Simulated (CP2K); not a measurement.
Convergence study of the k-point mesh for AlSb (R3m, 2 atoms in the cell)

```yaml
crystal:
  lattice:
    - [4.32861, 0.00000, 0.00000]
    - [2.16431, 3.74869, 0.00000]
    - [2.16431, 1.24956, 3.53430]
  atoms:
    - { symbol: Al, position: [0.00472, 0.00472, 0.00472] }
    - { symbol: Sb, position: [0.25000, 0.25000, 0.25000] }
```

Method: PBE, GPW, DZVP-MOLOPT-SR-GTH basis, GTH-PBE potentials (GTH_POTENTIALS) in CP2K.

Base settings: CUTOFF = 400 Ry; REL_CUTOFF = 50 Ry; SMEAR/METHOD = FERMI_DIRAC; ELECTRONIC_TEMPERATURE = 116.05 K; KPOINTS/SCHEME = MONKHORST-PACK 3 3 3; XC_FUNCTIONAL = PBE; Al/BASIS_SET = DZVP-MOLOPT-SR-GTH-q3; Al/POTENTIAL = GTH-PBE-q3; Sb/BASIS_SET = DZVP-MOLOPT-SR-GTH-q5; Sb/POTENTIAL = GTH-PBE-q5.

Moved along: GAMMA_CENTERED.

The second cell is the first with its lattice scaled by 0.98.

Only quantities that move along the ladder and can be compared are tabulated.

The starting cell has typed, rounded lattice constants, without a prior relaxation at this level. Its lattice was rescaled by up to half a per cent. One atom was moved a little off its site on purpose. Spin-orbit coupling is off. Values carry the incompleteness of an atom-centred basis. In the base run, with a pressure of about 4 GPa the cell is away from its equilibrium volume at this level.

Steps (KPOINTS/SCHEME): MONKHORST-PACK 2 2 2; MONKHORST-PACK 3 3 3; MONKHORST-PACK 4 4 4; MONKHORST-PACK 5 5 5; MONKHORST-PACK 6 6 6; MONKHORST-PACK 7 7 7; MONKHORST-PACK 8 8 8; MONKHORST-PACK 9 9 9; MONKHORST-PACK 10 10 10; MONKHORST-PACK 11 11 11; MONKHORST-PACK 12 12 12; MONKHORST-PACK 13 13 13; MONKHORST-PACK 15 15 15; MONKHORST-PACK 16 16 16; MONKHORST-PACK 18 18 18; MONKHORST-PACK 20 20 20.

Q: What is the coarsest KPOINTS/SCHEME that holds the forces within 0.005 eV/Å of the last step, with all finer ones?

A: MONKHORST-PACK 5 5 5; the step before is off by 0.006 eV/Å.

Q: What is the coarsest KPOINTS/SCHEME that holds the pressure within 0.2 GPa of the last step, with all finer ones?

A: MONKHORST-PACK 5 5 5; the step before is off by 0.29 GPa.

| KPOINTS/SCHEME | free energy less the last step's (meV/atom) | energy of the compressed cell less the first (meV/atom) | pressure (GPa) | largest difference of a force vector from the last step's (eV/Å) | gap on the mesh (eV) |
|---|---|---|---|---|---|
| MONKHORST-PACK 2 2 2 | 1014.37 | 106.16 | 7.67 | 0.040 | 0.978 |
| MONKHORST-PACK 3 3 3 | 234.39 | 66.73 | 4.18 | 0.016 | 1.227 |
| MONKHORST-PACK 4 4 4 | 68.13 | 57.87 | 3.41 | 0.006 | 1.091 |
| MONKHORST-PACK 5 5 5 | 22.50 | 55.39 | 3.20 | 0.003 | 1.110 |
| MONKHORST-PACK 6 6 6 | 8.14 | 54.66 | 3.14 | 0.001 | 1.108 |
| MONKHORST-PACK 7 7 7 | 3.16 | 54.44 | 3.13 | 0.001 | 1.093 |
| MONKHORST-PACK 8 8 8 | 1.29 | 54.38 | 3.12 | 0.000 | 1.111 |
| MONKHORST-PACK 9 9 9 | 0.55 | 54.37 | 3.12 | 0.000 | 1.092 |
| MONKHORST-PACK 10 10 10 | 0.24 | 54.38 | 3.12 | 0.000 | 1.112 |
| MONKHORST-PACK 11 11 11 | 0.11 | 54.38 | 3.12 | 0.000 | 1.095 |
| MONKHORST-PACK 12 12 12 | 0.05 | 54.38 | 3.13 | 0.000 | 1.101 |
| MONKHORST-PACK 13 13 13 | 0.02 | 54.39 | 3.13 | 0.000 | 1.097 |
| MONKHORST-PACK 15 15 15 | 0.01 | 54.39 | 3.13 | 0.000 | 1.100 |
| MONKHORST-PACK 16 16 16 | 0.00 | 54.39 | 3.13 | 0.000 | 1.093 |
| MONKHORST-PACK 18 18 18 | 0.00 | 54.39 | 3.13 | 0.000 | 1.093 |
| MONKHORST-PACK 20 20 20 | 0.00 | 54.39 | 3.13 | 0.000 | 1.094 |

The energy difference between the two cells stays within 1 meV/atom of the last step's from MONKHORST-PACK 6 6 6 on, the total only from MONKHORST-PACK 9 9 9 on: much of the error is common to both cells and cancels.

The gap on the mesh jumps up and down from mesh to mesh; it is no smooth measure of convergence.
